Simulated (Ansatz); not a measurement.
Computed with Ansatz 0.2.0, DFT PBE, scalar-relativistic, plane waves, PAW. All cells share a 420 eV cutoff and Γ-centred k meshes spaced at most 0.3 Å⁻¹ (0.19 for metals, 2π included).

All energies are static (0 K, no zero-point motion). Larger cells and other orderings weren't all tried, so the list isn't exhaustive. The k mesh leaves about 4 meV/atom of noise in metals. Weakly bound directions are ill-defined at this level, which has no dispersion term (Br Cmce, Br Fmmm, Br P6_3/mmc). No run is spin-polarised.

24 distinct structures were compared, and 4 of them are shown here.

(1) Which of these relaxed structures of Br is the lowest in energy?
A.

```
Br
1.0
     0.00000    4.25100    4.82126
     2.15811    0.00000    4.82126
     2.15811    4.25100    0.00000
Br
2
Direct
  0.12200 0.12200 0.87800
  0.87800 0.87800 0.12200
```

B.

```
Br
1.0
     4.29766   -2.14241    0.00000
     4.29766    2.14241    0.00000
     0.00000    0.00000    8.70054
Br
4
Direct
  0.14170 0.85830 0.11837
  0.64170 0.35829 0.38163
  0.85830 0.14170 0.88163
  0.35829 0.64170 0.61837
```

C.

```
Br
1.0
     4.91089    0.00000    0.00000
    -2.45544    4.25295    0.00000
     0.00000    0.00000    9.02394
Br
4
Direct
  0.00000 0.00000 0.75000
  0.00000 0.00000 0.25000
  0.33333 0.66667 0.75000
  0.66667 0.33333 0.25000
```

D.

```
Br
1.0
    -2.84893    2.84893    1.93729
     2.84893   -2.84893    1.93729
     2.84893    2.84893   -1.93729
Br
2
Direct
  0.00000 0.00000 0.00000
  0.75000 0.25000 0.50000
```

## Answers

(1) B. The Cmce (No. 64) one; the nearest of the others lies 53 meV/atom higher.